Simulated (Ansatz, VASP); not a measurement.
# TiB2 in VASP and in Ansatz

```
Ti B
1.0
     3.02920    0.00000    0.00000
    -1.51460    2.62336    0.00000
     0.00000    0.00000    3.22840
Ti B
1 2
Direct
  0.00000 0.00000 0.00000
  0.33333 0.66667 0.50000
  0.66667 0.33333 0.50000
```

Alike in both runs: task electric field gradients; functional PBE; k mesh 15 × 15 × 13; occupations fermi-dirac, width 0.08 eV; no spin polarisation.

```csv
,VASP,Ansatz
version,VASP 6.6.1,Ansatz 0.2.0
potentials or method,"VASP PAW PBE potentials, release 64 (Ti_sv, B)","PAW with Ansatz's default frozen-core files, scalar-relativistic"
plane-wave cutoff (eV),520,420
valence electrons in the cell,18,18
```

|  | VASP | Ansatz | Ansatz less VASP |
| --- | --- | --- | --- |
| pressure (GPa) | 0.4 | 0.3 | -0.17 |
| largest component of the traceless stress (GPa) | 0.67 | 0.69 | +0.019 |
| Vzz of the field gradient on the site that differs most (V/Å²) | 18.0 | 20.2 | +2.26 |
